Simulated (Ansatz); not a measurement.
**MoS2: stress in a strained cell**

MoS2 is deformed so: equal xx and yy strain of +3 %. What stress and forces result, by LAPW, PAW and all-electron datasets made for the crystal?

Method: DFT LDA, scalar-relativistic, in Ansatz 0.2.0.

### 1 The starting structure

It takes space group P6_3/mmc (No. 194, hexagonal). Conventional cell: a = 3.161 Å, b = 3.161 Å, c = 12.295 Å, α = 90.00°, β = 90.00°, γ = 120.00°. Around Mo (site symmetry -6m2) lie 6 S at 2.37 Å. S (site symmetry 3m) is surrounded by 3 Mo at 2.37 Å.

As a file:

```cif
data_structure
_symmetry_space_group_name_H-M 'P 1'
_symmetry_Int_Tables_number 1
_cell_length_a 3.1610
_cell_length_b 3.1610
_cell_length_c 12.2950
_cell_angle_alpha 90.000
_cell_angle_beta 90.000
_cell_angle_gamma 120.000
_cell_volume 106.39
loop_
_atom_site_label
_atom_site_type_symbol
_atom_site_fract_x
_atom_site_fract_y
_atom_site_fract_z
_atom_site_occupancy
Mo1 Mo 0.33333 0.66667 0.25000 1
Mo2 Mo 0.66667 0.33333 0.75000 1
S1 S 0.33333 0.66667 0.62750 1
S2 S 0.66667 0.33333 0.12750 1
S3 S 0.33333 0.66667 0.87250 1
S4 S 0.66667 0.33333 0.37250 1
```

Atoms are numbered in the order of the input: Mo1, Mo2, S3, S4, S5, S6.

### 2 After the deformation

Space group P6_3/mmc before, P6_3/mmc after.

### 3 LAPW, all electrons

Input file input.yaml:

```yaml
crystal:
  lattice:
    - [3.2558316496, 0.0, 0.0]
    - [-1.6279158248, 2.819632919, 0.0]
    - [0.0, 0.0, 12.295]
  atoms:
    - { symbol: Mo, position: [0.3333333333, 0.6666666667, 0.25] }
    - { symbol: Mo, position: [0.6666666667, 0.3333333333, 0.75] }
    - { symbol: S, position: [0.3333333333, 0.6666666667, 0.6275] }
    - { symbol: S, position: [0.6666666667, 0.3333333333, 0.1275] }
    - { symbol: S, position: [0.3333333333, 0.6666666667, 0.8725] }
    - { symbol: S, position: [0.6666666667, 0.3333333333, 0.3725] }
kpoints:
  mp_grid: { grid: [10, 10, 3] }
  band_path:
    path:
      - [0.0, 0.0, 0.0]
      - [0.5, 0.0, 0.0]
      - [0.3333333333, 0.3333333333, 0.0]
      - [0.0, 0.0, 0.0]
      - [0.0, 0.0, 0.5]
      - [0.5, 0.0, 0.5]
      - [0.3333333333, 0.3333333333, 0.5]
      - [0.0, 0.0, 0.5]
      - [0.5, 0.0, 0.5]
    npoints: 5
scf:
  occupations: { method: fermi_dirac, width: 0.03 }
hamiltonian:
  xc: lda
  pseudopotentials: { kind: all_electron, lapw: { basis_error: 0.001 } }
output:
  forces: true
  stress: true
  eigenvalues: true
```

Launch:

```
$ ansatz run input.yaml --threads 2 --pin off --max-ram 8192MiB --backend cpu --events-out ev --progress --plain --runs-dir out
```

### 4 PAW with frozen cores

Changes to input.yaml since step 3:

```diff
@@ -14,14 +14,2 @@
   mp_grid: { grid: [10, 10, 3] }
-  band_path:
-    path:
-      - [0.0, 0.0, 0.0]
-      - [0.5, 0.0, 0.0]
-      - [0.3333333333, 0.3333333333, 0.0]
-      - [0.0, 0.0, 0.0]
-      - [0.0, 0.0, 0.5]
-      - [0.5, 0.0, 0.5]
-      - [0.3333333333, 0.3333333333, 0.5]
-      - [0.0, 0.0, 0.5]
-      - [0.5, 0.0, 0.5]
-    npoints: 5
 scf:
@@ -30,3 +18,3 @@
   xc: lda
-  pseudopotentials: { kind: all_electron, lapw: { basis_error: 0.001 } }
+  pseudopotentials: { kind: paw }
 output:
@@ -35 +23,6 @@
   eigenvalues: true
+  efg: { contact_densities: true }
+  write_density: true
+  write_potential: true
+  elf: true
+  volumetric_format: npy
```

### 5 All-electron PAW on datasets made for the crystal

Changes to input.yaml since step 4:

```diff
@@ -18,3 +18,3 @@
   xc: lda
-  pseudopotentials: { kind: paw }
+  pseudopotentials: { kind: all_electron, datasets: crystal }
 output:
@@ -24,5 +24 @@
   efg: { contact_densities: true }
-  write_density: true
-  write_potential: true
-  elf: true
-  volumetric_format: npy
```

(Steps that only read results are left out.)

What does the calculation give? Wanted: pressure; largest shear or deviatoric stress.

The runs gave:

| quantity | value |
| --- | --- |
| pressure | LAPW -7.04, PAW -7.08, crystal datasets -7.04 GPa |
| largest shear or deviatoric stress (LAPW) | 6.87 GPa |

**Reading.** The largest part of the stress beyond the pressure is 6.87 GPa in size, in the zz component; the atoms are carried along and not relaxed. No run of the undeformed cell stands beside it, so the pressure holds what the given cell had before the change. PAW: stress within 0.05 GPa of LAPW, forces within 4 meV/Å. Crystal datasets: stress within 0.01 GPa of LAPW, forces within 1 meV/Å.
